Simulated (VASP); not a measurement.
CuI: single point with PBE

Crystal: CuI.

```
Cu I
1.0
     7.51457    0.00000    0.00000
     0.00000    7.51457    0.00000
     0.00000    0.00000    7.51457
Cu I
6 6
Direct
  0.75000 0.50000 0.00000
  0.50000 0.00000 0.75000
  0.00000 0.75000 0.50000
  0.00000 0.25000 0.50000
  0.25000 0.50000 0.00000
  0.50000 0.00000 0.25000
  0.50000 0.75000 0.00000
  0.75000 0.00000 0.50000
  0.00000 0.50000 0.75000
  0.25000 0.00000 0.50000
  0.00000 0.50000 0.25000
  0.50000 0.25000 0.00000
```

The cell was built by a generator and needn't be a form met in nature.

* Program: VASP 6.6.1
* Task: single point
* Functional: PBE
* Potentials or basis: VASP PAW PBE potentials, release 64 (Cu, I)
* Cutoff: 520 eV
* k mesh: 4 × 4 × 4
* Occupations: gaussian, width 0.02 eV
* Spin: no spin polarisation
* Dipole correction: no
* Further INCAR settings: ALGO = Fast; EDIFF = 1e-07; NBANDS = 66

```json
{"Pressure": "0.0 GPa", "Band gap on the k mesh": "1.21 eV, direct"}
```

Levels at points of the mesh, in eV from the valence-band top:
```csv
k point,band 51,band 52,band 53,band 54,band 55,band 56,band 57,band 58
"(0.00, 0.00, 0.00)",-1.04,0.00,0.00,0.00,1.21,2.31,2.31,2.31
"(0.50, 0.00, 0.00)",-0.59,-0.59,-0.16,-0.16,2.23,2.23,2.76,2.76
"(0.50, 0.50, 0.00)",-0.74,-0.68,-0.68,-0.20,2.73,2.73,2.75,2.99
"(0.50, 0.50, 0.50)",-0.91,-0.91,-0.91,-0.91,3.52,3.52,3.52,3.52
```

It took 11 min on 1 thread of Intel(R) Xeon(R) Platinum 8559C (Emerald Rapids) (shared host), peak memory 0.55 GiB.

Caveat: spin-orbit coupling is left out, which moves the levels of the heavy elements. Expect the measured gap to be larger: semilocal functionals such as PBE lack the derivative discontinuity.
